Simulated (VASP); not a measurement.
# PtSe2 in VASP: relaxation of cell and atoms with LDA

Aim: the relaxation of cell and atoms of PtSe2 with LDA.

Everything below comes from runs of VASP 6.6.1. Logs are shortened: lines on timing, memory, paths and dates and some standing lists are left out, and cuts for length are marked.

## Step 1: Starting point

The cell holds a sheet with vacuum, 3 atoms: a = 3.730 Å, b = 3.730 Å, c = 18.620 Å, α = 90.00°, β = 90.00°, γ = 120.00°.

The cell was built by a generator and needn't be a form met in nature.

## Step 2: Relaxation of cell and atoms, LDA

INCAR

```
SYSTEM = PtSe2
  PREC = Accurate
  ENCUT = 600
  EDIFF = 1E-7
  ISMEAR = 0
  SIGMA = 0.03
  LREAL = .False.
  LASPH = .True.
  NELM = 120
  ALGO = Fast
  ISIF = 3
  LWAVE = .False.
  LCHARG = .False.
  GGA = CA
  IBRION = 2
  NSW = 60
  EDIFFG = -0.005
  LATTICE_CONSTRAINTS = .TRUE. .TRUE. .FALSE.
  KPAR = 2
```

KPOINTS

```
Automatic mesh
0
Gamma
  12 12 1
  0 0 0
```

POSCAR

```
PtSe2
1.0
    3.7300000000      0.0000000000      0.0000000000
   -1.8650000000      3.2302747600      0.0000000000
    0.0000000000      0.0000000000     18.6200000000
Se Pt
2 1
Direct
    0.3333330000      0.6666670000      0.4296455400
    0.6666670000      0.3333330000      0.5703544600
    0.0000000000      0.0000000000      0.5000000000
```

Potentials or basis: VASP PAW LDA potentials, release 64 (Se, Pt).

Started as:

```bash
$ cat potpaw_LDA.64/Se/POTCAR potpaw_LDA.64/Pt/POTCAR > POTCAR
$ mpirun -np 2 vasp_std > vasp.out
```

OUTCAR:

```text
SYSTEM = PtSe2
   PREC = Accurate
   ENCUT = 600
   EDIFF = 1E-7
   ISMEAR = 0
   LREAL = .False.
   LASPH = .True.
   NELM = 120
   ISIF = 3
   GGA = CA
   IBRION = 2
   NSW = 60
   EDIFFG = -0.005

 ion  position               nearest neighbor table
   1  0.333  0.667  0.430-   3 2.52   3 2.52   3 2.52
   2  0.667  0.333  0.570-   3 2.52   3 2.52   3 2.52
   3  0.000  0.000  0.500-   1 2.52   2 2.52   2 2.52   1 2.52   2 2.52   1 2.52

  LATTYP: Found a hexagonal cell.
 ALAT       =     3.7300000000
 C/A-ratio  =     4.9919571046

  Lattice vectors:

 A1 = (   3.7300000000,   0.0000000000,   0.0000000000)
 A2 = (  -1.8650000000,   3.2302747600,   0.0000000000)
 A3 = (   0.0000000000,   0.0000000000,  18.6200000000)

Analysis of symmetry for initial positions (statically):
=====================================================================
 Subroutine PRICEL returns:
 Original cell was already a primitive cell.

 Routine SETGRP: Setting up the symmetry group for a
 hexagonal supercell.

 Subroutine GETGRP returns: Found 12 space group operations
 (whereof 12 operations were pure point group operations)
 out of a pool of 24 trial point group operations.

The static configuration has the point symmetry D_3d.

Analysis of symmetry for dynamics (positions and initial velocities):
=====================================================================
 Subroutine PRICEL returns:
 Original cell was already a primitive cell.

 Routine SETGRP: Setting up the symmetry group for a
 hexagonal supercell.

 Subroutine GETGRP returns: Found 12 space group operations
 (whereof 12 operations were pure point group operations)
 out of a pool of 24 trial point group operations.

The dynamic configuration has the point symmetry D_3d.

 Subroutine INISYM returns: Found 12 space group operations
 (whereof 12 operations are pure point group operations),
 and found     1 'primitive' translations

----------------------------------------------------------------------------------------

                                     Primitive cell

  volume of cell :     224.3510

  direct lattice vectors                    reciprocal lattice vectors
     3.730000000  0.000000000  0.000000000     0.268096515  0.154785595  0.000000000
    -1.865000000  3.230274760  0.000000000     0.000000000  0.309571190  0.000000000
     0.000000000  0.000000000 18.620000000     0.000000000  0.000000000  0.053705693

  length of vectors
     3.730000000  3.730000003 18.620000000     0.309571190  0.309571190  0.053705693

  position of ions in fractional coordinates (direct lattice)
     0.333333000  0.666667000  0.429645540
     0.666667000  0.333333000  0.570354460
     0.000000000  0.000000000  0.500000000

  ion indices of the primitive-cell ions
   primitive index   ion index
                 1           1
                 2           2
                 3           3

----------------------------------------------------------------------------------------

 KPOINTS: Automatic mesh

Automatic generation of k-mesh.
 Grid dimensions read from file:
 generate k-points for:   12   12    1

 Generating k-lattice:

  Cartesian coordinates                     Fractional coordinates (reciprocal lattice)
     0.022341376  0.012898800  0.000000000     0.083333333  0.000000000  0.000000000
     0.000000000  0.025797599  0.000000000     0.000000000  0.083333333  0.000000000
     0.000000000  0.000000000  0.053705693     0.000000000  0.000000000  1.000000000

  Length of vectors
     0.025797599  0.025797599  0.053705693

  Shift w.r.t. Gamma in fractional coordinates (k-lattice)
     0.000000000  0.000000000  0.000000000

 Subroutine IBZKPT returns following result:
 ===========================================

 Found     19 irreducible k-points:

 Following reciprocal coordinates:
            Coordinates               Weight
  0.000000  0.000000  0.000000      1.000000
  0.083333  0.000000  0.000000      6.000000
  0.166667 -0.000000  0.000000      6.000000
  0.250000  0.000000  0.000000      6.000000
  0.333333 -0.000000  0.000000      6.000000
  0.416667 -0.000000  0.000000      6.000000
[... 11 lines left out ...]
  0.333333  0.250000  0.000000     12.000000
  0.333333  0.333333  0.000000      2.000000
   k-points           NKPTS =     19   k-points in BZ     NKDIM =     19   number of bands    NBANDS=     15
   number of dos      NEDOS =    301   number of ions     NIONS =      3
   total plane-waves  NPLWV = 135000
   dimension x,y,z NGX =    30 NGY =   30 NGZ =  150
   dimension x,y,z NGXF=    60 NGYF=   60 NGZF=  300
   ions per type =               2   1
   NGX,Y,Z   is equivalent  to a cutoff of  13.37, 13.37, 13.39 a.u.
   NGXF,Y,Z  is equivalent  to a cutoff of  26.74, 26.74, 26.79 a.u.
 SYSTEM =  PtSe2
   PREC   = accura    normal or accurate (medium, high low for compatibility)
   ISTART =      0    job   : 0-new  1-cont  2-samecut
   ICHARG =      2    charge: 1-file 2-atom 10-const
   ISPIN  =      1    spin polarized calculation?
   LNONCOLLINEAR =      F non collinear calculations
   LSORBIT =      F    spin-orbit coupling
   LASPH  =      T    aspherical Exc in radial PAW
   ENCUT  =  600.0 eV  44.10 Ry    6.64 a.u.   7.45  7.45 37.19*2*pi/ulx,y,z
   NELM   =    120;   NELMIN=  2; NELMDL= -5     # of ELM steps
   EDIFF  = 0.1E-06   stopping-criterion for ELM
   LREAL  =      F    real-space projection
   EDIFFG = -.5E-02   stopping-criterion for IOM
   NSW    =     60    number of steps for IOM
   IBRION =      2    ionic relax: 0-MD 1-quasi-New 2-CG
   NFREE  =      1    steps in history (QN), initial steepest desc. (CG)
   ISIF   =      3    stress and relaxation
   ISYM   =      2    0-nonsym 1-usesym 2-fastsym
   POTIM  = 0.5000    time-step for ionic-motion
   TEBEG  =    0.0;   TEEND  =   0.0 temperature during run
   PSTRESS=    0.0 pullay stress
   NELECT =      22.0000    total number of electrons
   NUPDOWN=      -1.0000    fix difference up-down
   EMIN   =  10.00;   EMAX   =-10.00  energy-range for DOS
   EFERMI =   0.00;   METHOD = LEGACY
   ISMEAR =     0;   SIGMA  =   0.03  broadening in eV -4-tet -1-fermi 0-gaus
   EFERMI_NEDOS =   21; number of points for ismear=-14 and -15
   IALGO  =     68    algorithm
   IMIX   =      4    mixing-type and parameters
     AMIX     =   0.40;   BMIX     =  1.00
     AMIX_MAG =   1.60;   BMIX_MAG =  1.00
  volume/ion in A,a.u.               =      74.78       504.67
  Fermi-wavevector in a.u.,A,eV,Ry     =   0.754930  1.426610  7.754213  0.569919
  Thomas-Fermi vector in A             =   1.852709
   LORBIT       =      0    0 simple, 1 ext, 2 COOP (PROOUT), +10 PAW based schemes
   GGA     = CA    functional components
   LHFCALC =     F    Hartree Fock is set to
   AEXX    =    0.0000 exact exchange contribution
   IVDW    =     0    specifies the selected vdW correction
   LEPSILON=     F    determine dielectric tensor
   LRPA    =     F    only Hartree local field effects (RPA)
 conjugate gradient relaxation of ions
 non-spin polarized calculation
 RMM-DIIS sequential band-by-band and
 Gauss-broadening in eV      SIGMA  =   0.03
  energy-cutoff  :      600.00
  volume of cell :      224.35
 maximum number of plane-waves:      7529
 NGX is ok and might be reduce to    30
   NGX = 15   NGY = 15   NGZ = 75

--------------------------------------- Ionic step        1  -------------------------------------------

 number of electron      22.0000002 magnetization

 Free energy of the ion-electron system (eV)
  ---------------------------------------------------
  ext. energy  EPLUGINS =         0.00000000
  ---------------------------------------------------
  free energy    TOTEN  =       -16.76792847 eV

  energy without entropy =      -16.76792847  energy(sigma->0) =      -16.76792847

------------------------ aborting loop because EDIFF is reached ----------------------------------------

  FORCE on cell =-STRESS in cart. coord.  units (eV):
  Direction    XX          YY          ZZ          XY          YZ          ZX
  --------------------------------------------------------------------------------------
  -------------------------------------------------------------------------------------
  Total       -2.2296592     -2.2296592     -1.4942962     -0.0000000      0.0000000      0.0000000
  in kB      -15.9228604    -15.9228605    -10.6713482     -0.0000000      0.0000000      0.0000000
  external PRESSURE =     -14.1723564 kB  Pullay stress =       0.0000000 kB

 VOLUME and BASIS-vectors are now :
 -----------------------------------------------------------------------------
  energy-cutoff  :      600.00
  volume of cell :      224.35
      direct lattice vectors                 reciprocal lattice vectors
     3.730000000  0.000000000  0.000000000     0.268096515  0.154785595  0.000000000
    -1.865000000  3.230274760  0.000000000     0.000000000  0.309571190  0.000000000
     0.000000000  0.000000000 18.620000000     0.000000000  0.000000000  0.053705693
[... 260 lines left out ...]
 POSITION                                       TOTAL-FORCE (eV/Angst)
 -----------------------------------------------------------------------------------
     -0.00000      2.12317      8.01664        -0.000000      0.000000      0.012801
      1.83872      1.06158     10.60336         0.000000     -0.000000     -0.012801
      3.67743      0.00000      9.31000        -0.000000      0.000000      0.000000
 -----------------------------------------------------------------------------------
    total drift:                               -0.000000     -0.000000      0.000000

  FREE ENERGIE OF THE ION-ELECTRON SYSTEM (eV)
  ---------------------------------------------------
  free  energy   TOTEN  =       -16.8109038180 eV

  energy  without entropy=      -16.8109038180  energy(sigma->0) =      -16.81090382

--------------------------------------- Ionic step        9  -------------------------------------------

 number of electron      21.9999996 magnetization

 Free energy of the ion-electron system (eV)
  ---------------------------------------------------
  ext. energy  EPLUGINS =         0.00000000
  ---------------------------------------------------
  free energy    TOTEN  =       -16.81092722 eV

  energy without entropy =      -16.81092722  energy(sigma->0) =      -16.81092722

 E-fermi :  -2.5921     XC(G=0):  -3.7101

 val. band max:       -2.7343120541   @ k =   0.0833   0.0000   0.0000
 cond. band min:      -1.3647369601   @ k =   0.2500   0.0000   0.0000
 fundamental gap:      1.3695750940
 Fermi energy:        -2.5920918393

 k-point     1 :       0.0000    0.0000    0.0000
  band No.  band energies     occupation
      1     -17.0607      2.00000
      2     -15.0915      2.00000
      3      -8.1391      2.00000
      4      -8.1391      2.00000
      5      -8.0615      2.00000
      6      -5.7723      2.00000
      7      -5.7723      2.00000
      8      -3.9924      2.00000
      9      -3.4417      2.00000
     10      -2.7390      2.00000
     11      -2.7389      2.00000
     12       0.3840      0.00000
     13       0.3840      0.00000
     14       1.8660      0.00000
     15       2.5175      0.00000
[... 344 lines left out ...]
 POSITION                                       TOTAL-FORCE (eV/Angst)
 -----------------------------------------------------------------------------------
     -0.00000      2.12236      8.01685         0.000000     -0.000000     -0.000040
      1.83802      1.06118     10.60315        -0.000000      0.000000      0.000040
     -0.00000      0.00000      9.31000         0.000000      0.000000     -0.000000
 -----------------------------------------------------------------------------------
    total drift:                               -0.000000     -0.000000      0.000000

  FREE ENERGIE OF THE ION-ELECTRON SYSTEM (eV)
  ---------------------------------------------------
  free  energy   TOTEN  =       -16.8109272156 eV

  energy  without entropy=      -16.8109272156  energy(sigma->0) =      -16.81092722

 reached required accuracy - stopping structural energy minimisation
```

It took 4.8 min on 2 MPI ranks of Intel Xeon Platinum 8488C (Sapphire Rapids), shared host; peak memory 0.33 GiB.

What came out:

```yaml
Free_energy: -16.8109 eV
Relaxed_volume: 72.64 Å³/atom
Relaxed_cell: a = 3.676 Å, b = 3.676 Å, c = 18.620 Å, α = 90.00°, β = 90.00°, γ = 120.00°
Space_group_after_relaxing_to_0.05_Å: P-3m1 (No. 164)
Energy_gained_by_relaxing: 14.3 meV/atom
Ionic_steps: 9
Band_gap_on_the_k_mesh: 1.37 eV, indirect (least direct gap 1.62 eV)
```

The path:
| step | energy change (eV) | largest force (eV/Å) | pressure (GPa) | volume (Å³) |
| --- | --- | --- | --- | --- |
| 1 | 0.0000 | 0.5686 | -1.42 | 224.35 |
| 2 | 0.0382 | 0.8188 | 2.28 | 208.55 |
| 3 | -0.0428 | 0.0362 | -0.03 | 217.47 |
| 4 | -0.0428 | 0.0246 | 0.00 | 217.34 |
| 5 | -0.0429 | 0.0168 | 0.01 | 217.47 |
| 6 | -0.0430 | 0.0012 | 0.01 | 217.73 |
| 7 | -0.0430 | 0.0053 | 0.01 | 217.84 |
| 8 | -0.0430 | 0.0128 | -0.04 | 218.07 |
| 9 | -0.0430 | 0.0000 | 0.00 | 217.91 |

Final structure:
```cif
data_structure
_symmetry_space_group_name_H-M 'P 1'
_symmetry_Int_Tables_number 1
_cell_length_a 3.6760
_cell_length_b 3.6760
_cell_length_c 18.6200
_cell_angle_alpha 90.000
_cell_angle_beta 90.000
_cell_angle_gamma 120.000
_cell_volume 217.91
loop_
_atom_site_label
_atom_site_type_symbol
_atom_site_fract_x
_atom_site_fract_y
_atom_site_fract_z
_atom_site_occupancy
Se1 Se 0.33333 0.66667 0.43055 1
Se2 Se 0.66667 0.33333 0.56945 1
Pt1 Pt 0.00000 0.00000 0.50000 1
```

Caveat: spin-orbit coupling is left out, which moves the levels of the heavy elements. A hybrid or GW would open this gap; LDA tends to underestimate it.
